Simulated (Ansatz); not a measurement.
Set up this calculation in Ansatz 0.2.0, as the native input.

```yaml
Task: relaxation of cell and atoms
Functional: r2SCAN
Potentials_or_basis: Ansatz PAW
Cutoff: "500 eV (not typed: the program's choice for these potentials)"
k_mesh: 9 × 9 × 5
Occupations: fermi-dirac, width 0.05 eV
Spin: no spin polarisation
```

Crystal: Zr.

```
CELL_PARAMETERS angstrom
3.23200 0.00000 0.00000
-1.61600 2.79899 0.00000
0.00000 0.00000 5.14700
ATOMIC_POSITIONS crystal
Zr 0.66667 0.33333 0.75000
Zr 0.33333 0.66667 0.25000
```

One way to write it, as run:

input.yaml

```yaml
crystal:
  lattice:
    - [3.232, 0.0, 0.0]
    - [-1.616, 2.798994105, 0.0]
    - [0.0, 0.0, 5.147]
  atoms:
    - { symbol: Zr, position: [0.6666666667, 0.3333333333, 0.75] }
    - { symbol: Zr, position: [0.3333333333, 0.6666666667, 0.25] }
hamiltonian:
  xc: r2scan
  pseudopotentials: { kind: paw }
kpoints:
  mp_grid: { grid: [9, 9, 5] }
scf:
  occupations: { method: fermi_dirac, width: 0.05 }
output:
  forces: true
  stress: true
  eigenvalues: true
  write_density: true
  write_potential: true
  elf: true
  volumetric_format: npy
relax:
  f_tol: 0.01
  max_steps: 40
  cell: { stress_tol: 0.05 }
```

Potentials or basis: Ansatz PAW.

Command:

```console
$ ansatz run input.yaml --threads 2 --pin off --max-ram 5632MiB --backend cpu --events-out ev --progress --plain --runs-dir out
```

Results of the run:

- Relaxed volume: 23.49 Å³/atom
- Relaxed cell: a = 3.241 Å, b = 3.241 Å, c = 5.166 Å, α = 90.00°, β = 90.00°, γ = 120.00°
- Space group after relaxing (to 0.05 Å): P6_3/mmc (No. 194)
- Energy gained by relaxing: 0.6 meV/atom
- Ionic steps: 3
- Pressure after relaxing: 0.0 GPa
- Band gap on the k mesh: none (metal or under the smearing width)

Caveat: the plane-wave basis is chosen anew once the cell has moved, so the energies of steps on either side of that aren't comparable; the PAW data sets come from PBE, with cores solved anew for the run's functional, which leaves a small shift of forces and pressure.

Wall time 9.1 s on 2 threads of Arm Neoverse V2, with other jobs on the host, peak memory 0.43 GiB.
